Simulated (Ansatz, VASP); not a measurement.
# Cross-check of Mg11B25C24 (B_Mg) between VASP and Ansatz, part 2 of 2

One calculation is typed for both programs; each brings its own data sets and cutoff. How far apart do they land? The structure shown is the end of the VASP relaxation below.

VASP 6.6.1 and Ansatz 0.2.0.

So far: Set-up; VASP: relaxation, PBEsol.

## 3. Ansatz: single point, PBEsol

Level of this step: Ansatz beside VASP: Kohn-Sham DFT, plane waves, PBEsol (Ansatz).

Ansatz runs on its default PAW (the set named soft_2) files.

The same cell, functional, mesh and smearing now go to Ansatz, which takes its cutoff from its data sets.

The input, input.yaml:

```yaml
crystal:
  lattice:
    - [4.61866962, 7.17688825, 0.0]
    - [-4.61866962, 7.17688825, 0.0]
    - [0.0, 0.0, 8.3003684]
  atoms:
    - { symbol: Mg, position: [0.99853725, 0.49973192, 0.16682715] }
    - { symbol: Mg, position: [0.49821575, 0.00212015, 0.16684155] }
    - { symbol: Mg, position: [0.00349717, 0.00262633, 0.00031011] }
    - { symbol: Mg, position: [0.50203887, 0.50723782, 0.98617741] }
    - { symbol: Mg, position: [0.99160489, 0.50654473, 0.49896916] }
    - { symbol: Mg, position: [0.50289005, 0.98944159, 0.49950548] }
    - { symbol: Mg, position: [0.0034065, 0.00272944, 0.33337025] }
    - { symbol: Mg, position: [0.50210969, 0.50730264, 0.34742958] }
    - { symbol: Mg, position: [0.99134462, 0.50673458, 0.83468067] }
    - { symbol: Mg, position: [0.5029499, 0.98930126, 0.83417309] }
    - { symbol: Mg, position: [0.00319611, 0.00526927, 0.66682837] }
    - { symbol: B, position: [0.30840656, 0.42713367, 0.16700942] }
    - { symbol: B, position: [0.8070246, 0.92857001, 0.16698842] }
    - { symbol: B, position: [0.19382958, 0.07833949, 0.16674132] }
    - { symbol: B, position: [0.69308189, 0.57642798, 0.16670341] }
    - { symbol: B, position: [0.42644211, 0.80833853, 0.99962433] }
    - { symbol: B, position: [0.92339949, 0.30762735, 0.99990025] }
    - { symbol: B, position: [0.07661877, 0.69623083, 0.00073734] }
    - { symbol: B, position: [0.57619448, 0.19605791, 0.00048607] }
    - { symbol: B, position: [0.29954361, 0.42219168, 0.4956312] }
    - { symbol: B, position: [0.80939337, 0.92545879, 0.49983075] }
    - { symbol: B, position: [0.1946, 0.07834428, 0.50033577] }
    - { symbol: B, position: [0.69372544, 0.57859142, 0.50320676] }
    - { symbol: B, position: [0.42650987, 0.80840153, 0.33384367] }
    - { symbol: B, position: [0.92343703, 0.30766835, 0.33353672] }
    - { symbol: B, position: [0.07663233, 0.69629662, 0.3332331] }
    - { symbol: B, position: [0.57626649, 0.19612709, 0.33353724] }
    - { symbol: B, position: [0.44222507, 0.41215498, 0.66704056], spin: 0.6 }
    - { symbol: B, position: [0.29942672, 0.42204427, 0.83833418] }
    - { symbol: B, position: [0.80936006, 0.92543745, 0.83414149] }
    - { symbol: B, position: [0.19457895, 0.07832362, 0.83314492] }
    - { symbol: B, position: [0.69358911, 0.57848811, 0.83017807] }
    - { symbol: B, position: [0.4257378, 0.80260418, 0.66671419] }
    - { symbol: B, position: [0.92422779, 0.31123499, 0.66672405] }
    - { symbol: B, position: [0.08104536, 0.69828442, 0.66698538] }
    - { symbol: B, position: [0.57646359, 0.18282716, 0.66702501] }
    - { symbol: C, position: [0.00331842, 0.21951682, 0.16672467] }
    - { symbol: C, position: [0.50488028, 0.72001724, 0.1667302] }
    - { symbol: C, position: [0.49594955, 0.28529968, 0.16700904] }
    - { symbol: C, position: [0.99613211, 0.78422573, 0.16697172] }
    - { symbol: C, position: [0.21824538, 0.5065715, 0.00112715] }
    - { symbol: C, position: [0.71997716, 0.00864925, 0.99941853] }
    - { symbol: C, position: [0.28205057, 0.99879549, 0.00034972] }
    - { symbol: C, position: [0.78155349, 0.49731752, 0.99954641] }
    - { symbol: C, position: [0.00377752, 0.21989095, 0.49996833] }
    - { symbol: C, position: [0.50794028, 0.72298978, 0.4998628], spin: 0.6 }
    - { symbol: C, position: [0.48878358, 0.27896754, 0.50430153], spin: 0.6 }
    - { symbol: C, position: [0.99851729, 0.78239375, 0.50082549] }
    - { symbol: C, position: [0.21830599, 0.50665753, 0.33285357] }
    - { symbol: C, position: [0.7200093, 0.00869603, 0.33456296] }
    - { symbol: C, position: [0.28207987, 0.99884266, 0.33312988] }
    - { symbol: C, position: [0.78167097, 0.49739887, 0.33386388] }
    - { symbol: C, position: [0.00375445, 0.21987007, 0.83348896] }
    - { symbol: C, position: [0.50781806, 0.7229013, 0.83357688] }
    - { symbol: C, position: [0.48864355, 0.27881614, 0.82973968] }
    - { symbol: C, position: [0.99847518, 0.78234002, 0.8331424] }
    - { symbol: C, position: [0.22647452, 0.5070491, 0.66699675], spin: 0.6 }
    - { symbol: C, position: [0.72297741, 0.00289908, 0.66698098] }
    - { symbol: C, position: [0.2826448, 0.99634108, 0.66674388] }
    - { symbol: C, position: [0.78885098, 0.50305322, 0.66670629] }
hamiltonian:
  xc: pbesol
  pseudopotentials: { kind: paw }
magnetization:
  spin_polarized: true
kpoints:
  mp_grid: { grid: [2, 2, 2] }
scf:
  occupations: { method: gaussian, width: 0.05 }
  n_extra_bands: 22
output:
  forces: true
  eigenvalues: true
```

Launch:

```
$ ansatz run input.yaml --threads 8 --pin off --max-ram 18432MiB --backend cpu --events-out ev --progress --plain --runs-dir out
```

Numbers of over 12 decimals in the logs are rounded to 6 here.

The log of the run:

```text
Warning: the band count 163 (scf.n_extra_bands) hosts the net moment |M| = 2.4000 μB (N_el = 281) but caps the reachable moment at 2·n_bands − N_el = 45.0000 μB, below the 202 bands that the automatic rule leaves for it — a moment growing past the seed, or the majority channel's smearing tail, pins there with fewer empty majority states than that count leaves; raise or omit scf.n_extra_bands unless the cap is intended
scf.n_extra_bands = 22 over 141 filled bands (N_el = 281.0): the run solves 163 bands
Engine: ansatz 0.2.0, aarch64-unknown-linux-gnu
Pseudopotentials: kind: paw
Pseudopotential: Mg, paw, valence charge 10, recommended cutoff 420 eV (normal), Mg.paw.azcp
Pseudopotential: B, paw, valence charge 3, recommended cutoff 420 eV (normal), B.paw.azcp
Pseudopotential: C, paw, valence charge 4, recommended cutoff 420 eV (normal), C.paw.azcp
Functional definition: PBEsol
  exchange = pbesol_x
  correlation = pbesol_c
Crystal: 60 atoms, lattice volume = 550.276 Å³
Basis set: ecut = 420 eV, 10731 PW (Γ), exchange–correlation on 120×120×120 points (8 copies of the dense FFT grid, shifted against one another)
Bands: 163, of which v1, the nominal top of the filled ones, is band 141 counted from 1 (140 counted from 0)
Symmetry: 1 space group operations
Space group: P1 (ITA 1), of the structure as read, at distance tolerance 8.2e-5 Å
Magnetic group: BNS 1.1 (UNI 1), of the structure as read, at distance tolerance 8.2e-5 Å
k-points: 8
Non-local potential: Mg, projectors of the file, l = 0: 3, l = 1: 2, l = 2: 1
Non-local potential: B, projectors of the file, l = 0: 2, l = 1: 2, l = 2: 1
Non-local potential: C, projectors of the file, l = 0: 2, l = 1: 2, l = 2: 1
PAW form: soft (Blöchl's): semilocal exchange-correlation on the pseudo side does not see the compensation charge
PAW frozen core: Mg, regenerated for the run's functional, and the local potential with it (the file was generated under x = pbe(κ = 0.804, μ = 0.219515), c = pbe(β = 0.066725))
PAW frozen core: B, regenerated for the run's functional, and the local potential with it (the file was generated under x = pbe(κ = 0.804, μ = 0.219515), c = pbe(β = 0.066725))
PAW frozen core: C, regenerated for the run's functional, and the local potential with it (the file was generated under x = pbe(κ = 0.804, μ = 0.219515), c = pbe(β = 0.066725))
PAW one-centre angular grid: Mg, 110 points (default); XC on 64 Gauss nodes
PAW one-centre angular grid: B, 110 points (default); XC on 64 Gauss nodes
PAW one-centre angular grid: C, 110 points (default); XC on 64 Gauss nodes
Initial density: superposition of atomic densities (chi_scale 0.1, normalization cell, long waves kept (reshape's long-wave potential 0.19 eV rms))
Starting moments: Σ|m| = 2.4 μB on 4 of 60 sites
Initial wavefunctions: pseudopotential atomic-orbital guess
Functional: x = pbesol(κ = 0.804, μ = 0.123457), c = pbesol(β = 0.046)
SCF iter   1: F=—  HF=-30803.020420 eV  |F-HF|=—  |Δ(HF+E_count)|=         —  Δρ=5.67e-2 (↑5.45e-2 ↓5.67e-2)  dr2=8.76e1  dr2_m=3.35e-1  M=0.208 μB ∫|m|=0.556 μB  β_m=0.30  ethr=3.10e-3  ⟨swp⟩=6.6  Hψ=11411  notcnv=0  defer=2
preconditioner: auto → Resta (q_TF=auto, 2.439 Å⁻¹)  ε∞=5.3  [insulator: Δε(μ)=0.074 eV  Ē_g=10.622 eV  σ=0.050 eV  W_gap=0.63  n_scr=148 (ndim 8)  ℏωp=22.0 eV  f_vac=0.000  D(μ)=5.91/eV (n_scr^D=22)  ε∞_Penn≈5.3]
spin=Collinear: Resta preconditioning applied to the charge; magnetization (m = ρ↑ − ρ↓) channel mixes plain (no charge-response kernel on spin).
SCF iter   2: F=—  HF=-30787.397199 eV  |F-HF|=—  |Δ(HF+E_count)|=    1.56e1  Δρ=3.77e-2 (↑3.60e-2 ↓3.77e-2)  dr2=3.84e1  dr2_m=1.72e-1  M=0.210 μB ∫|m|=0.502 μB  β_m=0.30  ethr=3.10e-3  ⟨swp⟩=2.4  Hψ=4738  notcnv=0  defer=231
preconditioner: auto → Kerker (q_TF=auto, 2.439 Å⁻¹)  [metal: Δε(μ)=0.012 eV  Ē_g=10.246 eV  σ=0.050 eV  W_gap=0.13  n_scr=148 (ndim 8)  ℏωp=22.0 eV  f_vac=0.000  D(μ)=6.61/eV (n_scr^D=22)]
spin=Collinear: Kerker preconditioning applied to the charge; magnetization (m = ρ↑ − ρ↓) channel mixes plain (no charge-response kernel on spin).
SCF iter   3: F=—  HF=-30775.451616 eV  |F-HF|=—  |Δ(HF+E_count)|=    1.19e1  Δρ=1.42e-2 (↑1.42e-2 ↓1.37e-2)  dr2=4.88e0  dr2_m=9.86e-2  M=0.609 μB ∫|m|=0.712 μB  β_m=0.30  ethr=3.10e-3  ⟨swp⟩=3.4  Hψ=4700  notcnv=0  defer=229
SCF iter   4: F=—  HF=-30774.161210 eV  |F-HF|=—  |Δ(HF+E_count)|=    1.29e0  Δρ=5.15e-3 (↑4.76e-3 ↓5.15e-3)  dr2=7.41e-1  dr2_m=5.49e-2  M=0.598 μB ∫|m|=0.679 μB  β_m=0.30  ethr=1.74e-3  ⟨swp⟩=2.1  Hψ=4087  notcnv=0  defer=277
SCF iter   5: F=—  HF=-30774.050596 eV  |F-HF|=—  |Δ(HF+E_count)|=   1.11e-1  Δρ=3.93e-3 (↑3.67e-3 ↓3.93e-3)  dr2=2.63e-1  dr2_m=3.19e-2  M=0.624 μB ∫|m|=0.690 μB  β_m=0.30  ethr=2.64e-4  ⟨swp⟩=2.2  Hψ=3860  notcnv=0  defer=277
SCF iter   6: F=—  HF=-30774.044091 eV  |F-HF|=—  |Δ(HF+E_count)|=   6.50e-3  Δρ=2.22e-3 (↑2.22e-3 ↓2.10e-3)  dr2=2.38e-2  dr2_m=1.92e-2  M=0.641 μB ∫|m|=0.698 μB  β_m=0.30  ethr=9.37e-5  ⟨swp⟩=2.1  Hψ=3769  notcnv=0  defer=277
SCF iter   7: F=—  HF=-30774.054585 eV  |F-HF|=—  |Δ(HF+E_count)|=   1.05e-2  Δρ=1.79e-3 (↑1.76e-3 ↓1.79e-3)  dr2=1.21e-2  dr2_m=1.35e-2  M=0.723 μB ∫|m|=0.767 μB  β_m=0.30  ethr=8.48e-6  ⟨swp⟩=2.2  Hψ=3577  notcnv=0  defer=277
[...]
Mixer restart at iter 11: flushing history
spin-set hold released at iteration 11 (site moments contracting): the magnetisation degrees of freedom join the quasi-Newton model from the next iteration; the mixer history was flushed
SCF iter  12: F=—  HF=-30774.097632 eV  |F-HF|=—  |Δ(HF+E_count)|=   5.24e-3  Δρ=8.57e-4 (↑8.57e-4 ↓8.37e-4)  dr2=1.59e-4  dr2_m=3.60e-3  M=0.991 μB ∫|m|=1.028 μB  β_m=0.51  ethr=4.19e-8  ⟨swp⟩=3.3  Hψ=4913  notcnv=0  defer=271
SCF iter  13: F=—  HF=-30774.106948 eV  |F-HF|=—  |Δ(HF+E_count)|=   9.32e-3  Δρ=1.66e-4 (↑1.56e-4 ↓1.66e-4)  dr2=1.13e-4  dr2_m=1.22e-4  M=1.000 μB ∫|m|=1.053 μB  β_m=0.66  ethr=4.19e-8  ⟨swp⟩=4.9  Hψ=6368  notcnv=0  defer=271
SCF iter  14: F=—  HF=-30774.107206 eV  |F-HF|=—  |Δ(HF+E_count)|=   2.58e-4  Δρ=3.87e-5 (↑3.41e-5 ↓3.87e-5)  dr2=4.89e-5  dr2_m=3.90e-6  M=1.000 μB ∫|m|=1.057 μB  β_m=0.83  ethr=4.04e-8  ⟨swp⟩=3.0  Hψ=4638  notcnv=0  defer=271
SCF iter  15: F=—  HF=-30774.107347 eV  |F-HF|=—  |Δ(HF+E_count)|=   1.42e-4  Δρ=9.70e-6 (↑9.65e-6 ↓9.70e-6)  dr2=8.17e-6  dr2_m=1.61e-7  M=1.000 μB ∫|m|=1.057 μB  β_m=0.92  ethr=1.74e-8  ⟨swp⟩=2.0  Hψ=4045  notcnv=0  defer=271
SCF iter  16: F=—  HF=-30774.107346 eV  |F-HF|=—  |Δ(HF+E_count)|=   1.28e-6  Δρ=4.49e-6 (↑4.10e-6 ↓4.49e-6)  dr2=1.24e-6  dr2_m=3.87e-8  M=1.000 μB ∫|m|=1.057 μB  β_m=0.96  ethr=2.91e-9  ⟨swp⟩=2.1  Hψ=3411  notcnv=0  defer=268
SCF iter  17: F=—  HF=-30774.107346 eV  |F-HF|=—  |Δ(HF+E_count)|=   1.66e-7  Δρ=1.70e-6 (↑1.70e-6 ↓1.41e-6)  dr2=1.68e-7  dr2_m=2.16e-9  M=1.000 μB ∫|m|=1.057 μB  β_m=0.98  ethr=4.42e-10  ⟨swp⟩=2.0  Hψ=3901  notcnv=0  defer=268
SCF iter  18: F=-30774.107346 eV  HF=-30774.107346 eV  |F-HF|=2.46e-8  |Δ(HF+E_count)|=   2.65e-8  Δρ=6.00e-7 (↑5.82e-7 ↓6.00e-7)  dr2=3.28e-8  dr2_m=1.72e-10  M=1.000 μB ∫|m|=1.057 μB  ethr=3.56e-11  ⟨swp⟩=12.2  Hψ=11904  notcnv=0
SCF 1 converged in 18 iterations: F = -30774.107346 eV  dr2 = 3.28e-8
  greatest PAW one-centre occupation: 1.000 electrons in one spin orbital (limit 2), on the Mg atom at site 9 (counted from 0), in its partial waves of l = 0
SCF converged after 18 iterations
Magnetization: 0.9998 μB (140.9999 up, 140.0001 down)
Absolute magnetization: 1.0585 μB (∫|ρ↑−ρ↓|, with the PAW one-centre terms)
Spin contamination: 0.0052 ħ² per cell (⟨S²⟩ above its minimum at these occupations)
Per-site moments (μB) at R_I (Å): [(0.000140712, 0.956693), (0.000390449, 0.954234), (0.00164192, 0.952522), (0.00144243, 0.928800), (0.00287088, 0.920202), (0.00458531, 0.930828), (0.00163983, 0.952811), (0.00144216, 0.928612), (0.00287131, 0.920218), (0.00461176, 0.930903), (0.0010954, 0.947442), (0.00497454, 0.641954), (0.00163128, 0.648967), (0.000973545, 0.648591), (0.000908767, 0.645778), (0.00288578, 0.651442) [...]
Free energy (F): -30774.107346 eV
Harris-Foulkes:  -30774.107346 eV  (|F-HF|=2.46e-8)
Internal energy: -30774.107318 eV  (E = F + TS)
E sigma→0 (E₀):  -30774.107332 eV
Entropy (-TS):   -0.000028 eV (-0.000 meV/atom)
Fermi energy:    8.855822 eV
--- Per-component energies (eV) ---
  E_band       = -3384.743036
  E_kinetic    = 4252.714241
  E_local      = -21523.484708  (includes V_loc(G=0)·N_el)
  E_nonlocal   = 1993.923866
  E_hartree    = 7607.018419
  E_xc         = -2279.748920
  E_vxc        = -2811.625385  (∫ρ·V_xc dr)
  E_paw        = -7261.428739  (= ΣΔE_a)
  E_vpaw       = -510.306443  (= ΣTr[D̂ρ^β])
  E_aug_tail   = 0.000092  (compensation charges beyond the density's cutoff)
  E_ewald      = -13564.623240
  E_core_change = 1.521670  (= ΣΔE_core)
  E_smearing   = -0.000028  (= −TS)
  E_closure    = 0.000000  (closes the sum)
  Σ components = -30774.107346   (vs F -30774.107346, Δ=0.00e0)
--- Forces (eV/Å), atoms counted from 1 ---
  atom   1  Mg    -0.00854653     0.00391617    -0.00024974
  atom   2  Mg     0.01915650     0.00462668     0.00031023
  atom   3  Mg     0.00368189     0.00472390     0.00018784
  atom   4  Mg    -0.01877964    -0.01691833    -0.01949469
  atom   5  Mg    -0.00948188    -0.00484188     0.00045549
  atom   6  Mg     0.00643753     0.00501805    -0.00295194
  atom   7  Mg     0.00554884     0.00552150    -0.00009992
  atom   8  Mg    -0.01812122    -0.01854774     0.02151348
  atom   9  Mg    -0.00590349    -0.00282558     0.00009215
  atom  10  Mg     0.00464751     0.00371533     0.00352726
  atom  11  Mg    -0.00179913     0.00025242     0.00084611
  atom  12  B      0.02328809    -0.01357682    -0.00440665
  atom  13  B      0.01521292     0.01114342    -0.00219096
  atom  14  B     -0.01323734     0.00390700    -0.00022940
  atom  15  B     -0.02033929    -0.01508141     0.00098687
  atom  16  B     -0.01055180     0.00291397     0.00052130
  atom  17  B     -0.01426818     0.00577895     0.00162522
  atom  18  B      0.01642692    -0.00058062    -0.00387185
  atom  19  B      0.02238778     0.00186563     0.01303675
  atom  20  B      0.00928576    -0.01643790    -0.00327035
  atom  21  B      0.00712755     0.01263581     0.00483621
  atom  22  B     -0.01379875    -0.00003413    -0.00053314
  atom  23  B     -0.01941611    -0.00449691     0.00201975
  atom  24  B     -0.01050300     0.00089561    -0.00059047
[...]
atom  53  C     -0.00230592     0.02961690     0.00322104
  atom  54  C      0.00027825     0.01637416    -0.00449993
  atom  55  C     -0.01089657    -0.01637217    -0.02261699
  atom  56  C      0.00185388    -0.00474728    -0.00403355
  atom  57  C      0.02760352    -0.00226821    -0.00236602
  atom  58  C     -0.00500276     0.03010477     0.00000175
  atom  59  C     -0.00388666    -0.02437815    -0.00010033
  atom  60  C      0.00107562    -0.01641437     0.00123573
  max |Σ_I F_I| component: 2.50e-5 eV/Å
--- Band table (eV; the first three rows and the last of 16) ---
  k-point 0 ↑: bands = [... 137 lower, 7.2482, 7.8775, 7.8845, 8.7452, 9.2925, 9.2953, 9.6324, 10.2689, ... 18 higher]
  k-point 1 ↑: bands = [... 137 lower, 7.0794, 7.1501, 7.2239, 8.4932, 9.1857, 9.2000, 9.4228, 9.4297, ... 18 higher]
  k-point 2 ↑: bands = [... 137 lower, 7.2974, 7.3064, 7.4302, 8.4779, 9.5755, 9.6113, 9.6771, 9.7271, ... 18 higher]
  k-point 7 ↓: bands = [... 137 lower, 6.8969, 7.3005, 7.3859, 9.1226, 9.4691, 9.4840, 9.7732, 9.8698, ... 18 higher]
```

Run time: 51 s. Hardware: 8 threads of Arm Neoverse N1, shared host; peak memory 4 GiB; 6.6 min of CPU time.

In the SCF lines HF is the Harris–Foulkes energy and dr2 the Hartree energy of the density residual, in eV; the loop may stop once dr2 is under the threshold and the program's other checks hold. Hψ counts applications of the Hamiltonian.

## 4. Comparison

Known differences besides the potentials themselves: the data sets hold 281 valence electrons in Ansatz (default PAW (the set named soft_2) files) and 193 in VASP; the cutoff is 420 eV in Ansatz and 400 eV in VASP (PREC = Normal, projectors in real space); Ansatz makes its cores anew for this functional, VASP keeps those of its PBE data sets; VASP leaves aspherical gradient terms in its spheres out (LASPH is not set), Ansatz keeps them; site moments are counted in spheres of each program's own size. Total energies have different zeros and are not compared.

Compared:

```
              quantity  Ansatz   VASP  difference
gap on the k mesh (eV)   0.223  0.225      -0.002
     total moment (μB)    1.00   1.00        0.00
    moment on B28 (μB)    0.19   0.29       -0.10
```

At this near-relaxed geometry the largest component of a force difference is 27 meV/Å. A gap on the mesh is an upper bound, since the band edges may lie between its points.

## 5. Summary of results

```json
{
  "difference in gap on the k mesh (single point, PBEsol)": "-0.0022 eV",
  "r.m.s. force difference (single point, PBEsol)": "9.9 meV/Å"
}
```

The r.m.s. force difference is 9.9 meV/Å (single point, PBEsol), within the 12 meV/Å picked in this series as the mark of a large difference. Such differences can come from data sets, numerical settings and the points named under the comparisons, not from the functional's error against experiment.

[Lines on the potential files, build, host, timing and source positions are cut from VASP's logs without a mark.]

[Logs are printed without paths, hosts, clocks, repeated set-up lines and the standing remarks that a program may print on its own settings, such as how far it seeks lower states.]

[Hosts, paths, dates, database ids (printed as entryN), source tags and the programs' standing remarks are cut or masked in the printed files.]
